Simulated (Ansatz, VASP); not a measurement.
**Two plane-wave programs on ZnO (zincite)**

The input INCAR:

```
ALGO     = Fast           # electronic algorithm
EDIFF    = 1E-6           # SCF threshold, eV
ENCUT    = 520            # plane-wave cutoff, eV
GGA      = PE             # functional
ISIF     = 2              # what is computed and relaxed
ISMEAR   = 0              # smearing method
LASPH    = True           # aspherical terms in the spheres
LCHARG   = False          # write CHGCAR
LREAL    = False          # projectors in reciprocal space
LWAVE    = False          # write WAVECAR
NBANDS   = 26             # bands
NELM     = 80             # most SCF steps
PREC     = Accurate       # precision mode
SIGMA    = 0.1            # smearing width, eV
```

Contents of KPOINTS:

```
k-points
0
Gamma
  6 6 4
```

The input POSCAR:

```
ZnO
1.0
    3.2493080000      0.0000000000      0.0000000000
   -1.6246540000      2.8139832727      0.0000000000
    0.0000000000      0.0000000000      5.2057090000
Zn O
2 2
Direct
    0.3333333333      0.6666666667      0.5000000000
    0.6666666667      0.3333333333      0.0000000000
    0.6666666667      0.3333333333      0.3790100000
    0.3333333333      0.6666666667      0.8790100000
```

Input for Ansatz:

```yaml
crystal:
  lattice:
    - [3.249308, 0.0, 0.0]
    - [-1.624654, 2.8139832727, 0.0]
    - [0.0, 0.0, 5.205709]
  atoms:
    - { symbol: Zn, position: [0.3333333333, 0.6666666667, 0.5] }
    - { symbol: Zn, position: [0.6666666667, 0.3333333333, 0.0] }
    - { symbol: O, position: [0.6666666667, 0.3333333333, 0.37901] }
    - { symbol: O, position: [0.3333333333, 0.6666666667, 0.87901] }
basis:
  ecutwfc: 420
kpoints:
  mp_grid: { grid: [6, 6, 4] }
hamiltonian:
  xc: pbe
scf:
  occupations: { method: gaussian, width: 0.1 }
output:
  forces: true
  stress: true
  eigenvalues: true
```

Alike in both runs: task single point; functional PBE; k mesh 6 × 6 × 4; occupations gaussian, width 0.1 eV; no spin polarisation.

|  | VASP | Ansatz |
| --- | --- | --- |
| version | VASP 6.6.1 | Ansatz 0.2.0 |
| potentials or method | VASP PAW PBE potentials, release 64 (Zn, O) | scalar-relativistic, plane waves, PAW |
| plane-wave cutoff (eV) | 520 | 420 |
| valence electrons in the cell | 36 | 36 |

VASP gave:

| Property | Result |
| --- | --- |
| gap on the k mesh at the Fermi level (eV) | 0.79 |
| least direct gap on the mesh (eV) | 0.79 |
| pressure (GPa) | 5.9 |
| largest component of the traceless stress (GPa) | 1.16 |
| rms of the force components (eV/Å) | 0.043 |

Estimate Ansatz's values.

gap on the k mesh at the Fermi level (eV): 0.80; least direct gap on the mesh (eV): 0.80; pressure (GPa): 4.9; largest component of the traceless stress (GPa): 1.11; rms of the force components (eV/Å): 0.040.

Atom by atom the forces differ by 0.002 eV/Å (rms over components).

As with any semilocal functional, this PBE gap is likely too small.
